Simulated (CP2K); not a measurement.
Au in CP2K: convergence with cutoff ry

Input of the first run (cutoff ry 140 Ry); the others differ in this setting and in those tied to it:

The input au_converge.inp:

```
&GLOBAL
  PROJECT au_converge
  RUN_TYPE ENERGY_FORCE
  PRINT_LEVEL LOW
&END GLOBAL
&FORCE_EVAL
  METHOD QS
  STRESS_TENSOR ANALYTICAL
  &DFT
    BASIS_SET_FILE_NAME BASIS_MOLOPT_UZH
    POTENTIAL_FILE_NAME POTENTIAL_UZH
    &MGRID
      CUTOFF 140
      REL_CUTOFF 60
      NGRIDS 5
    &END MGRID
    &QS
      METHOD GPW
      EPS_DEFAULT 1.0E-9
    &END QS
    &KPOINTS
      SCHEME MONKHORST-PACK 8 9 8
      GAMMA_CENTERED T
      SYMMETRY T
      SYMMETRY_BACKEND SPGLIB
    &END KPOINTS
    &SCF
      SCF_GUESS ATOMIC
      EPS_SCF 1.0E-6
      MAX_SCF 100
      ADDED_MOS 11
      CHOLESKY OFF
      EPS_EIGVAL 1.0E-7
      &DIAGONALIZATION ON
        ALGORITHM STANDARD
      &END DIAGONALIZATION
      &MIXING ON
        METHOD BROYDEN_MIXING
        ALPHA 0.4
        BETA 1.5
        NBUFFER 8
      &END MIXING
      &SMEAR ON
        METHOD FERMI_DIRAC
        ELECTRONIC_TEMPERATURE 300.56
      &END SMEAR
    &END SCF
    &XC
      &XC_FUNCTIONAL
        &MGGA_X_R2SCAN
        &END MGGA_X_R2SCAN
        &MGGA_C_R2SCAN
        &END MGGA_C_R2SCAN
      &END XC_FUNCTIONAL
    &END XC
    &PRINT
      &KPOINTS ON
      &END KPOINTS
      &MULLIKEN ON
      &END MULLIKEN
      &MO ON
        ENERGIES T
        OCCUPATION_NUMBERS T
        &EACH
          QS_SCF 0
        &END EACH
        ADD_LAST NUMERIC
      &END MO
    &END PRINT
  &END DFT
  &SUBSYS
    &CELL
      ABC 2.9301943586 2.8859088282 2.8821666958
      ALPHA_BETA_GAMMA 57.9298884865 64.4752867067 57.2604967053
      PERIODIC XYZ
    &END CELL
    &COORD
      SCALED
      Au  0.0000000000 0.0000000000 0.0000000000
    &END COORD
    &KIND Au
      BASIS_SET DZVP-MOLOPT-SCAN-GTH-q11
      POTENTIAL GTH-SCAN-q11
    &END KIND
    &PRINT
      &ATOMIC_COORDINATES ON
      &END ATOMIC_COORDINATES
      &CELL ON
      &END CELL
    &END PRINT
  &END SUBSYS
  &PRINT
    &FORCES ON
    &END FORCES
    &STRESS_TENSOR ON
    &END STRESS_TENSOR
  &END PRINT
&END FORCE_EVAL
```

Potentials or basis: POTENTIAL_UZH Au GTH-SCAN-q11; DZVP-MOLOPT-SCAN-GTH basis.

Run with:

```sh
$ OMP_NUM_THREADS=1 cp2k.psmp -i au_converge.inp -o au_converge.out
```

This isn't the form of Au at room conditions, which is fcc.

Hardware: 1 thread of Arm Neoverse V1, with other jobs on the host.

Q: The values tried are 140 Ry, 200 Ry, 280 Ry, 370 Ry, 470 Ry, 570 Ry, 680 Ry, 840 Ry, 1080 Ry, loosest first. From which on does the energy stay within 1 meV/atom of the tightest run that finished?

A: From 200 Ry on.

```csv
cutoff ry,"energy less the tightest run, at zero smearing (meV/atom)",pressure (GPa),SCF cycles,CPU time (s),peak memory (GiB)
140 Ry,1.81,10.23,15,140,0.2
200 Ry,-0.59,10.21,15,130,0.2
280 Ry,0.54,10.33,15,130,0.21
370 Ry,0.43,10.33,15,130,0.22
470 Ry,0.08,10.44,15,130,0.24
570 Ry,-0.14,10.42,15,130,0.25
680 Ry,-0.14,10.42,15,130,0.25
840 Ry,0.01,10.37,15,130,0.29
1080 Ry,0.00,10.38,15,130,0.33
```

Against the tightest run, the pressure stays within 0.1 GPa from 280 Ry on. The tightest run that finished is the yardstick and may itself not be fully converged.

Caveat, for the tightest run too: the basis of atomic orbitals isn't converged, which shifts pressures, moduli and gaps. The run has no spin-orbit coupling, so splittings on Au are missing.
